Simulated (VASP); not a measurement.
Calculation: PBE GGA, VASP's PBE PAW potentials (set 64) (plane waves; VASP).

Input for VASP

INCAR:
```
SYSTEM = SrF2
PREC = Accurate
ENCUT = 320
EDIFF = 1E-6
NELM = 100
ALGO = Normal
LREAL = .FALSE.
LASPH = .TRUE.
ISMEAR = 0
SIGMA = 0.05
GGA = PE
LMAXMIX = 4
LWAVE = .FALSE.
LCHARG = .FALSE.
ISIF = 2
```

File KPOINTS:
```
Automatic mesh
0
Gamma
8 8 8
0.5 0.5 0.5
```

**POSCAR**
```
SrF2
1
    0.0000000000     2.9320470000     2.9320470000
    2.9320470000     0.0000000000     2.9320470000
    2.9320470000     2.9320470000     0.0000000000
Sr F
1 2
Direct
  0.0000000000   0.0000000000   0.0000000000
  0.7500000000   0.7500000000   0.7500000000
  0.2500000000   0.2500000000   0.2500000000
```

POTCAR, in this order: Sr_sv F (PBE.64 set). Program: vasp_std.

What VASP printed:

OSZICAR:
```
       N       E                     dE             d eps       ncg     rms          rms(c)
DAV:   1     0.110938614348E+03    0.11094E+03   -0.10888E+04  1952   0.997E+02
DAV:   2    -0.145875169748E+02   -0.12553E+03   -0.12236E+03  2424   0.261E+02
DAV:   3    -0.183489485930E+02   -0.37614E+01   -0.37578E+01  2728   0.488E+01
DAV:   4    -0.184426330895E+02   -0.93684E-01   -0.93678E-01  2616   0.569E+00
DAV:   5    -0.184444399246E+02   -0.18068E-02   -0.18068E-02  2704   0.638E-01    0.144E+01
DAV:   6    -0.173231320835E+02    0.11213E+01   -0.46019E+00  1936   0.140E+01    0.118E+01
DAV:   7    -0.172822563633E+02    0.40876E-01   -0.16589E-01  3000   0.332E+00    0.569E+00
DAV:   8    -0.172878321478E+02   -0.55758E-02   -0.39103E-02  2464   0.227E+00    0.392E-01
DAV:   9    -0.172946506285E+02   -0.68185E-02   -0.88687E-03  2376   0.629E-01    0.313E-01
DAV:  10    -0.172958563476E+02   -0.12057E-02   -0.13065E-03  2320   0.254E-01    0.599E-02
DAV:  11    -0.172959986401E+02   -0.14229E-03   -0.13246E-04  2168   0.793E-02    0.242E-02
DAV:  12    -0.172960070766E+02   -0.84365E-05   -0.14822E-05  2984   0.251E-02    0.169E-02
DAV:  13    -0.172960063581E+02    0.71857E-06   -0.19647E-06  2080   0.103E-02
   1 F= -.17296006E+02 E0= -.17296006E+02  d E =-.181781E-10
```

File OUTCAR:
```
------------------------ aborting loop because EDIFF is reached ----------------------------------------
  FORCE on cell =-STRESS in cart. coord.  units (eV):
  Direction    XX          YY          ZZ          XY          YZ          ZX
  --------------------------------------------------------------------------------------
  Total      -11.3015589    -11.3015589    -11.3015589     -0.0000000      0.0000000      0.0000000
  in kB     -359.1750462   -359.1750462   -359.1750462     -0.0000000      0.0000000      0.0000000
  external PRESSURE =    -359.1750462 kB  Pullay stress =       0.0000000 kB
  volume of cell :       50.41
      direct lattice vectors                 reciprocal lattice vectors
     0.000000000  2.932047000  2.932047000    -0.170529326  0.170529326  0.170529326
     2.932047000  0.000000000  2.932047000     0.170529326 -0.170529326  0.170529326
     2.932047000  2.932047000  0.000000000     0.170529326  0.170529326 -0.170529326
 POSITION                                       TOTAL-FORCE (eV/Angst)
 -----------------------------------------------------------------------------------
      0.00000      0.00000      0.00000         0.000000     -0.000000     -0.000000
      4.39807      4.39807      4.39807         0.000000      0.000000      0.000000
      1.46602      1.46602      1.46602        -0.000000     -0.000000     -0.000000
 -----------------------------------------------------------------------------------
    total drift:                               -0.000000      0.000000      0.000000
  FREE ENERGIE OF THE ION-ELECTRON SYSTEM (eV)
  ---------------------------------------------------
  free  energy   TOTEN  =       -17.2960063581 eV

  energy  without entropy=      -17.2960063580  energy(sigma->0) =      -17.29600636
```
(Selected blocks of OUTCAR.)

At this cut-off the stress carries a Pulay error, which pulls relaxed volumes low.

The structure comes from a computed database's SrF2 entry; how it stands against other phases isn't given here. The cell was not relaxed at this level. The run is one of a series of settings (ENCUT = 320 against the base run), some of them coarse on purpose.
